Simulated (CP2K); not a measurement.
The system is WS2.

```
CELL_PARAMETERS angstrom
6.42736 0.00000 0.00000
5.65154 3.06122 0.00000
5.65154 1.43230 2.70547
ATOMIC_POSITIONS crystal
W 0.00000 0.00000 0.00000
S 0.58100 0.58100 0.58100
S 0.75030 0.75030 0.75030
```

Measurements of this composition are mostly on another form, of space group No. 194.

Base run:

| Item | Value |
| --- | --- |
| Program | CP2K 2026.2 |
| Functional | PBE |
| Potentials or basis | GTH_POTENTIALS W GTH-PBE-q14, S GTH-PBE-q6; DZVP-MOLOPT-SR-GTH basis |
| Density cutoff | 6123 eV |
| k mesh | 10 × 10 × 10 |
| Occupations | fermi-dirac, width 0.05 eV |
| Spin | no spin polarisation |

Its results: band gap on the k mesh 1.10 eV, indirect (least direct gap 2.29 eV); pressure 3.4 GPa; largest force 0.611 eV/Å.

The run is repeated on the same cell with these changes: potentials or basis from GTH_POTENTIALS W GTH-PBE-q14, S GTH-PBE-q6; DZVP-MOLOPT-SR-GTH basis to POTENTIAL_UZH W GTH-SCAN-q14, S GTH-SCAN-q6; DZVP-MOLOPT-SR-GTH basis; potentials from W GTH-PBE-q14 of GTH_POTENTIALS, S GTH-PBE-q6 of GTH_POTENTIALS to W GTH-SCAN-q14 of POTENTIAL_UZH, S GTH-SCAN-q6 of POTENTIAL_UZH. What comes out?

Band gap on the k mesh 1.12 eV, indirect (least direct gap 2.25 eV); pressure 2.0 GPa; largest force 0.597 eV/Å.

Caveats: spin-orbit coupling is left out, which moves the levels of the heavy elements; the basis of atomic orbitals isn't converged, which shifts pressures, moduli and gaps; the potentials were made for another functional, which shifts forces and pressure (some runs).

A k mesh can miss the band edges.
